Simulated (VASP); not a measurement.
Set up this calculation in VASP 6.6.1, as the native input.

* Task: relaxation of cell and atoms
* Functional: PBE
* Potentials or basis: VASP PAW PBE potentials, release 64 (Cu, O)
* Cutoff: 600 eV
* k mesh: 6 × 6 × 6
* Occupations: gaussian, width 0.03 eV
* Spin: no spin polarisation
* Further INCAR settings: ALGO = Normal; EDIFF = 1e-06; IBRION = 2; EDIFFG = -0.01; NSW = 90; ISIF = 3

The structure of Cu2O (Cuprite) lies in POSCAR:

```
Cu2O
1.0
    4.2600000000      0.0000000000      0.0000000000
    0.0000000000      4.2600000000      0.0000000000
    0.0000000000      0.0000000000      4.2600000000
Cu O
4 2
Direct
    0.2500000000      0.2500000000      0.2500000000
    0.2500000000      0.7500000000      0.7500000000
    0.7500000000      0.7500000000      0.2500000000
    0.7500000000      0.2500000000      0.7500000000
    0.0000000000      0.0000000000      0.0000000000
    0.5000000000      0.5000000000      0.5000000000
```

These files were run (other wordings do the same):

INCAR

```
SYSTEM = Cu2O
ALGO = Normal
EDIFF = 1E-6
EDIFFG = -0.01
ENCUT = 600
GGA = PE
IBRION = 2
ISIF = 3
ISMEAR = 0
KPAR = 2
LASPH = .True.
LCHARG = .False.
LREAL = .False.
LWAVE = .False.
NELM = 80
NSW = 90
PREC = Accurate
SIGMA = 0.03
```

KPOINTS

```
k-points
0
Gamma
  6 6 6
  0 0 0
```

Potentials or basis: VASP PAW PBE potentials, release 64 (Cu, O).

The run is started by

```sh
$ cat potpaw_PBE.64/Cu/POTCAR potpaw_PBE.64/O/POTCAR > POTCAR
$ mpirun -np 2 vasp_std > vasp.out
```

Results of the run:

- Relaxed volume: 13.32 Å³/atom
- Relaxed cell: a = 4.307 Å, b = 4.307 Å, c = 4.307 Å, α = 90.00°, β = 90.00°, γ = 90.00°
- Space group after relaxing (to 0.05 Å): Pn-3m (No. 224)
- Energy gained by relaxing: 5.2 meV/atom
- Ionic steps: 3
- Pressure after relaxing: 0.1 GPa
- Band gap on the k mesh: 0.47 eV, direct

Run time: 66 s on 2 MPI ranks on AMD EPYC 7R13 Processor (Zen 3), with other jobs on the host, peak memory 0.21 GiB a rank.
